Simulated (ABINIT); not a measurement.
# Ti in ABINIT: the effect of functional

The system is Ti.

```
Ti
1.0
     0.00000    2.03000    2.03000
     2.03000    0.00000    2.03000
     2.03000    2.03000    0.00000
Ti
1
Direct
  0.00000 0.00000 0.00000
```

This isn't the form of Ti at room conditions, which is hcp.

Alike in all runs:

```yaml
Program: ABINIT 10.8.3 (patched build)
Task: single point
Potentials_or_basis: JTH PAW PBE v2.0
Cutoff: 490 eV
k_mesh: 11 × 11 × 11
Occupations: fermi-dirac, width 0.05 eV
Spin: no spin polarisation
```

```csv
functional,pressure (GPa)
LDA,?
PBEsol,-0.3
RPBE,7.7
BLYP,6.8
AM05,0.0
r2SCAN,3.2
SCAN,2.8
revPBE,6.8
PW91,3.6
WC,-0.2
```

Question: What does the run with functional LDA give?

Answer: Pressure -4.8 GPa.

Caveats: the PAW data sets were made with another functional, which shifts forces and pressure a little.

Runs at the PBE level aren't shown here.
